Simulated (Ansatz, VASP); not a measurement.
SbSe2 in VASP and in Ansatz

```
CELL_PARAMETERS angstrom
4.90591 0.00000 0.00000
-2.45296 4.24865 0.00000
0.00000 0.00000 3.76223
ATOMIC_POSITIONS crystal
Sb 0.00000 0.00000 0.78514
Se 0.33333 0.66667 0.51883
Se 0.66667 0.33333 0.51883
```

Alike in both runs: functional PBE; k mesh 12 × 12 × 12; occupations gaussian, width 0.1 eV; no spin polarisation.

Ansatz relaxed the structure, and its values are those at the end. VASP's run is a single point on that final structure, the one shown.

```csv
,VASP,Ansatz
version,VASP 6.6.1,Ansatz 0.2.0
potentials or method,"VASP PAW PBE potentials, release 64 (Sb, Se)","scalar-relativistic, plane waves, PAW"
plane-wave cutoff (eV),520,420
valence electrons in the cell,17,47
```

```csv
,VASP,Ansatz,Ansatz less VASP
gap on the k mesh at the Fermi level (eV),none,none,-
pressure (GPa),-0.1,0.0,+0.08
```

A gap of «none» marks a metal or a gap that the smearing closes. The functional is the same, so the differences come from potentials, cutoffs and numerics. The two sets of potentials don't hold the same shells in valence.

Spin-orbit coupling is left out, which matters for the levels of Sb.
